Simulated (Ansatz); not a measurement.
# InGaAs2: the cost of one run

Method: reference: DFT, PBE, plane waves, PAW, in Ansatz 0.2.0.

1 further run of the same task is left out (it didn't finish). Runs told in other sessions of the task aren't counted.

## 1. The system as given

It takes space group P-4m2 (No. 115, tetragonal). Conventional cell: a = 4.156 Å, b = 4.156 Å, c = 5.914 Å, α = 90.00°, β = 90.00°, γ = 90.00°. Around In (site symmetry -4m2) lie 4 As at 2.62 Å. Ga (site symmetry -4m2) is surrounded by 4 As at 2.48 Å. Around As (site symmetry 2mm) lie 2 Ga at 2.48 Å and 2 In at 2.62 Å.

As a file:

```xyz
4
Lattice="4.1560 0.0000 0.0000 0.0000 4.1560 0.0000 0.0000 0.0000 5.9135" Properties=species:S:1:pos:R:3 pbc="T T T"
In    0.0000    0.0000    2.9568
Ga    2.0780    2.0780    0.0000
As    2.0780    0.0000    4.5530
As    0.0000    2.0780    1.3605
```

## 2. Reference

File input.yaml:

```yaml
crystal:
  lattice:
    - [4.1559955089, 0.0, 0.0]
    - [0.0, 4.1559955089, 0.0]
    - [0.0, 0.0, 5.9135293984]
  atoms:
    - { symbol: In, position: [0.0, 0.0, 0.5] }
    - { symbol: Ga, position: [0.5, 0.5, 0.0] }
    - { symbol: As, position: [0.5, 0.0, 0.769927932] }
    - { symbol: As, position: [0.0, 0.5, 0.230072068] }
kpoints:
  mp_grid: { grid: [4, 4, 4] }
hamiltonian:
  xc: pbe
scf:
  occupations: { method: fermi_dirac, width: 0.02 }
  n_extra_bands: 5
output:
  forces: true
  stress: true
  eigenvalues: true
```

On the command line:

```sh
ansatz run input.yaml --threads 4 --pin off --max-ram 4608MiB --backend cpu --events-out ev --progress --plain --runs-dir out
```

**Question.** How long does this run take on 4 threads of Arm Neoverse N1, shared host, and how much memory does it need?

About 2.8 s, with a peak of 0.39 GiB.
